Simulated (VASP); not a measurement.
MnS:

```
Mn S
1.0
     0.00000    2.47346    2.47346
     2.47346    0.00000    2.47346
     2.47346    2.47346    0.00000
Mn S
1 1
Direct
  0.00000 0.00000 0.00000
  0.75000 0.75000 0.75000
```

The cell is a database's computed one.

| Property | Result |
| --- | --- |
| Program | VASP 6.6.1 |
| Task | single point |
| Functional | PBEsol |
| Potentials or basis | VASP PAW PBE potentials, release 64 (Mn_pv, S) |
| Cutoff | 520 eV |
| k mesh | 9 × 9 × 9 |
| Occupations | fermi-dirac, width 0.05 eV |
| Spin | collinear spin, ferromagnetic start |
| Starting moments | [4.0, 0.0] μB |

On this cell: pressure -2.8 GPa; largest force zero by symmetry; net moment 0.23 μB per cell; site moments Mn +0.23; S -0.01 μB; band gap on the k mesh none (metal or under the smearing width).

The same run follows on a disturbed copy (atoms moved at random, drawn with an rms of 0.05 Å):

```xyz
2
Lattice="0.0000 2.4735 2.4735 2.4735 0.0000 2.4735 2.4735 2.4735 0.0000" Properties=species:S:1:pos:R:3 pbc="T T T"
Mn   -0.0059    0.0120   -0.0006
S     3.6968    3.6845    3.6093
```

**Question.** What changes?

**Answer.** The energy (extrapolated to zero smearing) moves by +38.4 meV/atom; pressure -1.8 GPa; largest force 1.450 eV/Å; net moment 0.23 μB per cell; site moments Mn +0.23; S -0.01 μB; band gap on the k mesh none (metal or under the smearing width).

Forces in eV/Å, atoms in the order of the input:
```
Mn   0.094 -0.496 -1.359
S   -0.094  0.496  1.359
```

Stress tensor (GPa, compression positive):
```
-1.75 -7.66 -2.75
-7.66 -1.76  0.13
-2.75  0.13 -1.89
```

Caveats: the PAW data sets were made with another functional, which shifts forces and pressure a little; the moment fell far below its start of 4 μB, so a state of higher moment may lie lower in energy; semilocal functionals often make such compounds metallic where correlation or magnetic order opens a gap, which also shifts bond lengths.
